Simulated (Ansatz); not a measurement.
# Ti3Al: the cost of one run

Computed with Ansatz 0.2.0 (DFT PBEsol, scalar-relativistic, plane waves, PAW, unless a step's input says otherwise).

The COD entry's cell or inner coordinates are ideal or old and differ from later refinements, so a difference from it is no clean test against experiment.

4 further runs of the same task are left out: 1 that didn't finish, 3 set aside as unsound or not needed.

## 1. Starting point

The structure is hexagonal, space group P6_3/mmc (No. 194). Conventional cell: a = 5.688 Å, b = 5.688 Å, c = 4.608 Å, α = 90.00°, β = 90.00°, γ = 120.00°. Around Ti (site symmetry mm2) lie 8 Ti at 2.79 to 2.90 Å and 4 Al at 2.81 to 2.84 Å. Al (site symmetry -6m2) has 12 Ti at 2.81 to 2.84 Å in its first shell of neighbours.

Coordinates:

```cif
data_structure
_symmetry_space_group_name_H-M 'P 1'
_symmetry_Int_Tables_number 1
_cell_length_a 5.6878
_cell_length_b 5.6878
_cell_length_c 4.6077
_cell_angle_alpha 90.000
_cell_angle_beta 90.000
_cell_angle_gamma 120.000
_cell_volume 129.09
loop_
_atom_site_label
_atom_site_type_symbol
_atom_site_fract_x
_atom_site_fract_y
_atom_site_fract_z
_atom_site_occupancy
Ti1 Ti 0.83031 0.16969 0.25000 1
Ti2 Ti 0.66062 0.83031 0.75000 1
Ti3 Ti 0.83031 0.66062 0.25000 1
Ti4 Ti 0.16969 0.83031 0.75000 1
Ti5 Ti 0.33938 0.16969 0.25000 1
Ti6 Ti 0.16969 0.33938 0.75000 1
Al1 Al 0.33333 0.66667 0.25000 1
Al2 Al 0.66667 0.33333 0.75000 1
```

It is the result of an earlier relaxation at this level (volume 16.14 Å³/atom; gap on the mesh: none (metal)).

## 2. The reference cell

The reference gives a free energy of -15894.7881 eV, pressure 0.01 GPa, largest force 0.008 eV/Å and gap on the mesh none (metal). It was computed beforehand with the settings of the runs below.

## 3. Harmonic modes of this cell

Contents of input.yaml:

```yaml
crystal:
  lattice:
    - [5.6877954778, 0.0, 0.0]
    - [-2.8438977389, 4.9257753753, 0.0]
    - [0.0, 0.0, 4.607722049]
  atoms:
    - { symbol: Ti, position: [0.8303111834, 0.1696888166, 0.25] }
    - { symbol: Ti, position: [0.6606223668, 0.8303111834, 0.75] }
    - { symbol: Ti, position: [0.8303111834, 0.6606223668, 0.25] }
    - { symbol: Ti, position: [0.1696888166, 0.8303111834, 0.75] }
    - { symbol: Ti, position: [0.3393776332, 0.1696888166, 0.25] }
    - { symbol: Ti, position: [0.1696888166, 0.3393776332, 0.75] }
    - { symbol: Al, position: [0.3333333333, 0.6666666667, 0.25] }
    - { symbol: Al, position: [0.6666666667, 0.3333333333, 0.75] }
basis:
  ecutwfc: 420
kpoints:
  mp_grid: { grid: [12, 12, 10] }
hamiltonian:
  xc: pbesol
scf:
  occupations: { method: gaussian, width: 0.15 }
output:
  eigenvalues: true
phonons:
  method: fd
  supercell: [1, 1, 1]
  amplitude: 0.02
  eigenvectors: true
  dielectric: false
```

Run with:

```console
ansatz run input.yaml --threads 2 --pin off --max-ram 5120MiB --backend cpu --events-out ev --progress --plain --runs-dir out
```

What time and memory should one allow on 2 threads of Intel Xeon at 2.50GHz (Skylake/Cascade Lake), shared host?

About 15 min, with a peak of 2.1 GiB.
